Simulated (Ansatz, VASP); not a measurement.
SnSe in VASP and in Ansatz

File INCAR:

```
SYSTEM = SnSe
ALGO = Normal
EDIFF = 1E-6
ENCUT = 520
GGA = PS
ISIF = 2
ISMEAR = 0
LASPH = .TRUE.
LCHARG = .FALSE.
LREAL = .FALSE.
LWAVE = .FALSE.
NBANDS = 28
NELM = 60
PREC = Accurate
SIGMA = 0.1
```

File KPOINTS:

```
k-points
0
G
  4 4 2
  0 0 0
```

File POSCAR:

```
SnSe
1.0
    4.2853274191      0.0000000000      0.0000000000
    0.0000000000      4.2853274191      0.0000000000
    0.0000000000      0.0000000000     10.9906921300
Sn Se
2 2
Direct
    0.5000000000      0.0000000000      0.3722291100
    0.0000000000      0.5000000000      0.6277708900
    0.5000000000      0.0000000000      0.6160394900
    0.0000000000      0.5000000000      0.3839605100
```

Input for Ansatz:

```yaml
crystal:
  lattice:
    - [4.2853274191, 0.0, 0.0]
    - [0.0, 4.2853274191, 0.0]
    - [0.0, 0.0, 10.99069213]
  atoms:
    - { symbol: Sn, position: [0.5, 0.0, 0.37222911] }
    - { symbol: Sn, position: [0.0, 0.5, 0.62777089] }
    - { symbol: Se, position: [0.5, 0.0, 0.61603949] }
    - { symbol: Se, position: [0.0, 0.5, 0.38396051] }
basis:
  ecutwfc: 420
kpoints:
  mp_grid: { grid: [4, 4, 2] }
hamiltonian:
  xc: pbesol
scf:
  occupations: { method: gaussian, width: 0.1 }
output:
  forces: true
  stress: true
  eigenvalues: true
```

Alike in both runs: task single point; functional PBEsol; k mesh 4 × 4 × 2; occupations gaussian, width 0.1 eV; no spin polarisation.

```csv
,VASP,Ansatz
version,VASP 6.6.1,Ansatz 0.2.0
potentials or method,"VASP PAW PBE potentials, release 64 (Sn_d, Se)","scalar-relativistic, plane waves, PAW"
plane-wave cutoff (eV),520,420
valence electrons in the cell,40,60
```

|  | VASP | Ansatz | Ansatz less VASP |
| --- | --- | --- | --- |
| gap on the k mesh at the Fermi level (eV) | 1.64 | 1.64 | +0.008 |
| least direct gap on the mesh (eV) | 1.68 | 1.69 | +0.010 |
| rms of the force components (eV/Å) | 0.058 | 0.064 | +0.0059 |

Atom by atom the forces differ by 0.009 eV/Å (rms over components). The two sets of potentials don't hold the same shells in valence.

Caveats: the PAW data sets were made with another functional, which shifts forces and pressure a little (VASP); spin-orbit coupling is left out, which moves the levels of the heavy elements.
